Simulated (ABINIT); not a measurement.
Pd:

```
CELL_PARAMETERS angstrom
0.00000 1.94650 1.94650
1.94650 0.00000 1.94650
1.94650 1.94650 0.00000
ATOMIC_POSITIONS crystal
Pd 0.00000 0.00000 0.00000
```

Program: ABINIT 10.8.3 (patched build). Alike in all runs: no spin polarisation; cell as given; smearing fermi-dirac 0.05 eV. Hardware: 1 thread of Intel(R) Xeon(R) 6975P-C (Granite Rapids) (shared host).

Problem. Order these runs on this cell by their wall time, lowest first.
A. task single point; level LDA; potentials or basis JTH PAW LDA v2.0; k mesh 7 × 7 × 7; cutoff (eV) 626; fine-grid cutoff 1224.51 eV; mesh quality coarse
B. task single point; level r2SCAN; potentials or basis JTH PAW PBE v2.0; k mesh 16 × 16 × 16; cutoff (eV) 762; fine-grid cutoff 1360.57 eV; mesh quality not flagged
C. task band structure; level BLYP; potentials or basis JTH PAW PBE v2.0; k mesh 12 × 12 × 12; cutoff (eV) 626; fine-grid cutoff 1224.51 eV; mesh quality not flagged

Solution. A (6.3 s), C (38 s), B (170 s).

Caveats: some runs use coarse meshes.

Runs at the PBE level aren't shown here.
